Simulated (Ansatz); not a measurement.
BaSnO3:
```xyz
5
Lattice="4.1313 0.0000 0.0000 0.0000 4.1313 0.0000 0.0000 0.0000 4.1313" Properties=species:S:1:pos:R:3 pbc="T T T"
Ba     0.0000     0.0000     0.0000
Sn     2.0656     2.0656     2.0656
O      0.0000     2.0656     2.0656
O      2.0656     2.0656     0.0000
O      2.0656     0.0000     2.0656
```

Relaxed with r²SCAN.

Question: Give the Bader charges and basin volumes of the independent atoms, r²SCAN (plane waves, PAW; program Ansatz).

Answer: 

| atom | Bader charge (e) | Bader volume (Å³) |
|---|---|---|
| Ba1 | +1.58 | 21.6 |
| Sn2 | +2.59 | 9.5 |
| O3 | -1.39 | 13.1 |

Space group Pm-3m (cubic perovskite). Symmetry was held in the r²SCAN relaxation. Scalar-relativistic: spin–orbit coupling is off unless named, which matters more the heavier the elements.

Potentials: the later of the program's two PAW sets.
